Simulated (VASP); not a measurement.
# Pb (Im-3m) in VASP: a series of runs, part 2 of 3

VASP 6.6.1. Earlier steps stand in the parts before.

### 3 Band structure, PBEsol+D3

Input file run.py:

```python
from ase import Atoms
from ase.calculators.vasp import Vasp
from ase.dft.bandgap import bandgap

atoms = Atoms(
    ['Pb'],
    cell=[[-1.9796595667, 1.9796595667, 1.9796595667], [1.9796595667, -1.9796595667, 1.9796595667], [1.9796595667, 1.9796595667, -1.9796595667]],
    scaled_positions=[[0.0, 0.0, 0.0]],
    pbc=True,
)
calc = Vasp(
    directory='calc',
    xc='pbesol',
    pp='PBE',
    setups='minimal',
    prec='Accurate',
    encut=600,
    ediff=1e-06,
    ismear=1,
    sigma=0.2,
    lreal='Auto',
    lasph=True,
    nelm=100,
    algo='Fast',
    isif=2,
    lwave=False,
    lcharg=True,
    ivdw=11,
    kpts=[9, 9, 9],
    gamma=True,
)
atoms.calc = calc

print('energy (eV):', atoms.get_potential_energy())
print('free energy (eV):', atoms.get_potential_energy(force_consistent=True))
efermi = calc.get_fermi_level()
print('Fermi level (eV):', efermi)
path = atoms.cell.bandpath(npoints=60, eps=1e-4)
print('path:', path.path)
calc.set(kpts=path.kpts, reciprocal=True, icharg=11, isym=0, lcharg=False)
calc.calculate(atoms)
print('gap on the path (eV):', bandgap(calc, efermi=efermi)[0])
print('direct gap on the path (eV):', bandgap(calc, efermi=efermi, direct=True)[0])
```

Potentials or basis: VASP PAW PBE potentials, release 64 (Pb).

Launch:

```console
$ python run.py
```

Standard output:

```text
energy (eV): -4.12367644
free energy (eV): -4.12326476
Fermi level (eV): 4.63551396
path: GHNGPH,PN
gap on the path (eV): 0.0
direct gap on the path (eV): 0.0
```

OUTCAR:

```text
ENCUT = 600.000000
   EDIFF = 1.00e-06
   GGA = PS
   PREC = Accurate
   ICHARG = 11
   ISIF = 2
   ISMEAR = 1
   ISYM = 0
   NELM = 100
   IVDW = 11
   LASPH = .TRUE.
   LREAL = Auto
 IVDW          = 11

 ion  position               nearest neighbor table
   1  0.000  0.000  0.000-

IMPORTANT INFORMATION: All symmetrisations will be switched off!
NOSYMM: (Re-)initialisation of all symmetry stuff for point group C_1.

----------------------------------------------------------------------------------------

                                     Primitive cell

  volume of cell :      31.0336

  direct lattice vectors                    reciprocal lattice vectors
    -1.979659567  1.979659567  1.979659567     0.000000000  0.252568678  0.252568678
     1.979659567 -1.979659567  1.979659567     0.252568678  0.000000000  0.252568678
     1.979659567  1.979659567 -1.979659567     0.252568678  0.252568678  0.000000000

  length of vectors
     3.428870951  3.428870951  3.428870951     0.357186050  0.357186050  0.357186050

  position of ions in fractional coordinates (direct lattice)
     0.000000000  0.000000000  0.000000000

  ion indices of the primitive-cell ions
   primitive index   ion index
                 1           1

----------------------------------------------------------------------------------------

 KPOINTS: KPOINTS created by Atomic Simulation Env

Read explicit list of k-points.

 Found     60 k-points:

 Following reciprocal coordinates:
            Coordinates               Weight
  0.000000  0.000000  0.000000      0.016667
  0.041667 -0.041667  0.041667      0.016667
  0.083333 -0.083333  0.083333      0.016667
  0.125000 -0.125000  0.125000      0.016667
  0.166667 -0.166667  0.166667      0.016667
  0.208333 -0.208333  0.208333      0.016667
[... 16 lines left out ...]
  0.000000  0.000000  0.388889      0.016667
  0.000000  0.000000  0.333333      0.016667
 [... further k-points ...]
   k-points           NKPTS =     60   k-points in BZ     NKDIM =     60   number of bands    NBANDS=      6
   number of dos      NEDOS =    301   number of ions     NIONS =      1
   total plane-waves  NPLWV =  21952
   dimension x,y,z NGX =    28 NGY =   28 NGZ =   28
   dimension x,y,z NGXF=    56 NGYF=   56 NGZF=   56
   ions per type =               1
   NGX,Y,Z   is equivalent  to a cutoff of  13.58, 13.58, 13.58 a.u.
   NGXF,Y,Z  is equivalent  to a cutoff of  27.15, 27.15, 27.15 a.u.
 SYSTEM =  unknown system
   PREC   = accura    normal or accurate (medium, high low for compatibility)
   ISTART =      0    job   : 0-new  1-cont  2-samecut
   ICHARG =     11    charge: 1-file 2-atom 10-const
   ISPIN  =      1    spin polarized calculation?
   LNONCOLLINEAR =      F non collinear calculations
   LSORBIT =      F    spin-orbit coupling
   LASPH  =      T    aspherical Exc in radial PAW
   ENCUT  =  600.0 eV  44.10 Ry    6.64 a.u.   6.85  6.85  6.85*2*pi/ulx,y,z
   NELM   =    100;   NELMIN=  2; NELMDL=  0     # of ELM steps
   EDIFF  = 0.1E-05   stopping-criterion for ELM
   LREAL  =      T    real-space projection
   EDIFFG = 0.1E-04   stopping-criterion for IOM
   NSW    =      0    number of steps for IOM
   IBRION =     -1    ionic relax: 0-MD 1-quasi-New 2-CG
   NFREE  =      0    steps in history (QN), initial steepest desc. (CG)
   ISIF   =      2    stress and relaxation
   ISYM   =      0    0-nonsym 1-usesym 2-fastsym
   POTIM  = 0.5000    time-step for ionic-motion
   TEBEG  =    0.0;   TEEND  =   0.0 temperature during run
   PSTRESS=    0.0 pullay stress
   NELECT =       4.0000    total number of electrons
   NUPDOWN=      -1.0000    fix difference up-down
   EMIN   =  10.00;   EMAX   =-10.00  energy-range for DOS
   EFERMI =   0.00;   METHOD = LEGACY
   ISMEAR =     1;   SIGMA  =   0.20  broadening in eV -4-tet -1-fermi 0-gaus
   EFERMI_NEDOS =   21; number of points for ismear=-14 and -15
   IALGO  =     68    algorithm
   IMIX   =      4    mixing-type and parameters
     AMIX     =   0.40;   BMIX     =  1.00
     AMIX_MAG =   1.60;   BMIX_MAG =  1.00
  volume/ion in A,a.u.               =      31.03       209.42
  Fermi-wavevector in a.u.,A,eV,Ry     =   0.826960  1.562727  9.304511  0.683862
  Thomas-Fermi vector in A             =   1.939081
   LORBIT       =      0    0 simple, 1 ext, 2 COOP (PROOUT), +10 PAW based schemes
   GGA     = PS    functional components
   LHFCALC =     F    Hartree Fock is set to
   AEXX    =    0.0000 exact exchange contribution
   IVDW    =    11    specifies the selected vdW correction
   LEPSILON=     F    determine dielectric tensor
   LRPA    =     F    only Hartree local field effects (RPA)
 non-spin polarized calculation
 RMM-DIIS sequential band-by-band and
 Methfessel and Paxton  Order N= 1 SIGMA  =   0.20
  energy-cutoff  :      600.00
  volume of cell :       31.03
 maximum number of plane-waves:      1055
 NGX is ok and might be reduce to    28

 number of electron       4.0000000 magnetization

 Free energy of the ion-electron system (eV)
  ---------------------------------------------------
  ext. energy  EPLUGINS =         0.00000000
  ---------------------------------------------------
  free energy    TOTEN  =        -3.35873365 eV

  energy without entropy =       -3.35329877  energy(sigma->0) =       -3.35692202

 E-fermi :   4.2690     XC(G=0): -10.0616

 val. band max:        4.2379559762   @ k =   0.5000  -0.5000   0.5000
 cond. band min:       4.3241910721   @ k =   0.4583  -0.4583   0.4583
 fundamental gap:      0.0862350959
 Fermi energy:         4.2689640674

 k-point     1 :       0.0000    0.0000    0.0000
  band No.  band energies     occupation
      1      -7.0061      2.00000
      2      12.0591      0.00000
      3      12.0591      0.00000
      4      12.0591      0.00000
      5      15.7160      0.00000
      6      15.7160      0.00000

 k-point     2 :       0.0417   -0.0417    0.0417
  band No.  band energies     occupation
      1      -6.9370      2.00000
      2      11.4191      0.00000
      3      11.7990      0.00000
      4      11.7990      0.00000
      5      15.1044      0.00000
      6      15.4600      0.00000
[... 190 lines left out ...]
 k-point    24 :       0.0000    0.0000    0.3333
  band No.  band energies     occupation
      1      -4.8739      2.00000
      2       3.3402      2.00000
      3       8.7247      0.00000
      4      10.1729      0.00000
      5      12.3197      0.00000
      6      13.5016      0.00000

 [... further k-points ...]

------------------------ aborting loop because EDIFF is reached ----------------------------------------

 Edisp (eV)   -0.18208

 E8    (eV) :    -0.1091

  FORCE on cell =-STRESS in cart. coord.  units (eV):
  Direction    XX          YY          ZZ          XY          YZ          ZX
  --------------------------------------------------------------------------------------
  -------------------------------------------------------------------------------------
  Total       0.81227     2.21550    -2.92561     4.14423     0.99497    -0.81064
  in kB      41.93538   114.37997  -151.04121   213.95500    51.36764   -41.85135
  external pressure =        1.76 kB  Pullay stress =        0.00 kB

 VOLUME and BASIS-vectors are now :
 -----------------------------------------------------------------------------
  energy-cutoff  :      600.00
  volume of cell :       31.03
      direct lattice vectors                 reciprocal lattice vectors
    -1.979659567  1.979659567  1.979659567     0.000000000  0.252568678  0.252568678
     1.979659567 -1.979659567  1.979659567     0.252568678  0.000000000  0.252568678
     1.979659567  1.979659567 -1.979659567     0.252568678  0.252568678  0.000000000

 POSITION                                       TOTAL-FORCE (eV/Angst)
 -----------------------------------------------------------------------------------
      0.00000      0.00000      0.00000        -0.000002     -0.000001      0.000003
 -----------------------------------------------------------------------------------
    total drift:                               -0.000002     -0.000001      0.000003

  FREE ENERGIE OF THE ION-ELECTRON SYSTEM (eV)
  ---------------------------------------------------
  free  energy   TOTEN  =        -3.5408120701 eV

  energy  without entropy=       -3.5353771938  energy(sigma->0) =       -3.53900044
```

INCAR:

```text
ENCUT = 600.000000
SIGMA = 0.200000
EDIFF = 1.00e-06
ALGO = Fast
GGA = PS
PREC = Accurate
ICHARG = 11
ISIF = 2
ISMEAR = 1
ISYM = 0
NELM = 100
IVDW = 11
LASPH = .TRUE.
LCHARG = .FALSE.
LWAVE = .FALSE.
LREAL = Auto
```

Wall time 23 s (1 thread of Intel Xeon Platinum 8488C (Sapphire Rapids), shared host); peak memory 0.17 GiB.

What came out:

```yaml
Band_gap_along_the_path: none (metal or under the smearing width)
Dispersion_energy_per_atom: -0.182 eV
```

Levels at the corners of the path, in eV from the Fermi level:
```csv
point,band 1,band 2,band 3,band 4,band 5,band 6
Γ,-11.64,7.42,7.42,7.42,11.08,11.08
H,-5.25,-0.40,-0.40,-0.40,4.48,4.48
N,-7.95,-4.00,3.36,5.04,7.29,8.56
Γ,-11.64,7.42,7.42,7.42,11.08,11.08
P,-7.20,-1.08,-1.08,-1.08,16.39,16.40
H,-5.25,-0.40,-0.40,-0.40,4.48,4.48
P,-7.20,-1.08,-1.08,-1.08,16.39,16.40
N,-7.95,-4.00,3.36,5.04,7.29,8.56
```

Caveat: the log is that of the step along the path at fixed density, whose energy, stress, charges and moments have no meaning; the PAW data sets were made with another functional, which shifts forces and pressure a little; spin-orbit coupling is left out, which moves the levels of the heavy elements; pairwise dispersion overbinds metals, which lowers pressure and volume.

(Part 2 of 3 ends here.)
